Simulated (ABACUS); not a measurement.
Wanted: an ASE script for an ABACUS 3.10.1 run.

| Item | Value |
| --- | --- |
| Task | relaxation of cell and atoms |
| Functional | PBE |
| Potentials or basis | PseudoDojo NC SR 0.4.1 PBE standard |
| Cutoff | 1361 eV |
| Density cutoff | 5442 eV |
| Basis | DZP LCAO (the cutoffs set its grid) |
| k mesh | 8 × 8 × 2 |
| Occupations | fermi-dirac, width 0.05 eV |
| Spin | no spin polarisation |
| Target pressure | 30 GPa |
| Radial cutoff of the potentials (pseudo_rcut) | 7 bohr |
| Orbital files | C C_confined-atom_6au_2s2p1d.orb |
| Max steps of the relaxation | 60 |
| Force threshold | 0.02 eV/Å |
| Optimiser | cg |
| Stress threshold | 1 kbar |
| SCF threshold on the density | 1e-07 |
| Max SCF steps | 100 |
| Eigensolver | genelpa |
| Mixing | broyden |
| Mixing share | 0.7 |
| Symmetry key | 1 |
| Bands | 29 |

The structure of C lies in C.xyz:

```xyz
12
Lattice="2.5221000000 0.0000000000 0.0000000000 -1.2610500000 2.1842026709 0.0000000000 0.0000000000 0.0000000000 12.3557000000" Properties=species:S:1:pos:R:3 pbc="T T T"
C      1.2610500001      0.7280675569      4.3760182690
C     -0.0000000001      1.4561351140     10.5538682690
C      1.2610500001      0.7280675569      1.8018317310
C     -0.0000000001      1.4561351140      7.9796817310
C      1.2610500001      0.7280675569      5.9204807690
C     -0.0000000001      1.4561351140     12.0983307690
C      1.2610500001      0.7280675569      0.2573692310
C     -0.0000000001      1.4561351140      6.4352192310
C      0.0000000000      0.0000000000     10.0390062500
C      0.0000000000      0.0000000000      3.8611562500
C      0.0000000000      0.0000000000      8.4945437500
C      0.0000000000      0.0000000000      2.3166937500
```

This is a hexagonal form of diamond, not graphite.

The input as run:

run_abacus.py

```python
"""ABACUS run from a structure file: ASE reads it, the script writes STRU, KPT and INPUT."""
import re
import subprocess
from ase.io import read
from ase.units import Bohr

atoms = read("C.xyz")
atoms = atoms[(-atoms.numbers).argsort(kind="stable")]  # ABACUS lists atoms element by element
pseudo = {'C': 'C.upf'}
orbital = {'C': 'C_confined-atom_6au_2s2p1d.orb'}
magmoms = None
kmesh = [8, 8, 2]
params = {
    'suffix': 'C',
    'calculation': 'cell-relax',
    'basis_type': 'lcao',
    'pseudo_dir': './',
    'orbital_dir': './',
    'symmetry': 1,
    'dft_functional': 'pbe',
    'ecutwfc': 100,
    'pseudo_rcut': 7,
    'nspin': 1,
    'nbands': 29,
    'ks_solver': 'genelpa',
    'smearing_method': 'fd',
    'smearing_sigma': 0.00367493,
    'scf_thr': 1e-07,
    'scf_nmax': 100,
    'mixing_type': 'broyden',
    'mixing_beta': 0.7,
    'cal_force': 1,
    'cal_stress': 1,
    'out_mul': 1,
    'relax_nmax': 60,
    'force_thr_ev': 0.02,
    'relax_method': 'cg',
    'out_stru': 1,
    'stress_thr': 1,
    'press1': 300,
    'press2': 300,
    'press3': 300,
}

symbols = atoms.get_chemical_symbols()
elements = list(dict.fromkeys(symbols))
lines = ["ATOMIC_SPECIES"] + [f"{e} {atoms.get_masses()[symbols.index(e)]:.4f} {pseudo[e]}" for e in elements]
if orbital:
    lines += ["", "NUMERICAL_ORBITAL"] + [orbital[e] for e in elements]
lines += ["", "LATTICE_CONSTANT", f"{1 / Bohr:.10f}", "", "LATTICE_VECTORS"]
lines += [" ".join(f"{x:.10f}" for x in v) for v in atoms.cell]
lines += ["", "ATOMIC_POSITIONS", "Direct"]
for e in elements:
    lines += ["", e, "0.0", str(symbols.count(e))]
    for i, p in enumerate(atoms.get_scaled_positions(wrap=False)):
        if symbols[i] == e:
            mag = "" if magmoms is None else " mag " + " ".join(str(x) for x in (magmoms[i] if isinstance(magmoms[i], list) else [magmoms[i]]))
            lines.append(" ".join(f"{x:.10f}" for x in p) + " 1 1 1" + mag)
open("STRU", "w").write("\n".join(lines) + "\n")
open("KPT", "w").write("K_POINTS\n0\nGamma\n%d %d %d 0 0 0\n" % tuple(kmesh))
open("INPUT", "w").write("INPUT_PARAMETERS\n" + "".join(f"{k:<20s}{v}\n" for k, v in params.items()))

done = subprocess.run(['mpirun', '-np', '4', 'abacus'])
if done.returncode:
    raise SystemExit(done.returncode)
log = open("OUT.C/running_cell-relax.log").read()
print("final energy (eV):", re.findall(r"FINAL_ETOT_IS (\S+)", log))
```

Potentials or basis: PseudoDojo NC SR 0.4.1 PBE standard, DZP LCAO (the cutoffs set its grid).

Command:

```console
$ OMP_NUM_THREADS=1 python run_abacus.py > log
```

It gave:

```yaml
Relaxed_volume: 5.39 Å³/atom
Relaxed_cell: a = 2.474 Å, b = 2.474 Å, c = 12.201 Å, α = 90.00°, β = 90.00°, γ = 120.00°
Space_group_after_relaxing_to_0.05_Å: P6_3/mmc (No. 194)
Energy_change_on_relaxing_the_enthalpy_is_what_falls: +29.1 meV/atom
Ionic_steps: 10
Pressure_after_relaxing: 30.0 GPa
Largest_force_after_relaxing: 0.005 eV/Å
```

Caveat: the atomic orbitals were generated for these runs and aren't a published set; the basis of atomic orbitals isn't converged, which shifts pressures, moduli and gaps.

Wall time 2.8 min on 4 MPI ranks on Intel(R) Xeon(R) Platinum 8375C CPU @ 2.90GHz (Ice Lake), with other jobs on the host, peak memory 0.48 GiB a rank.
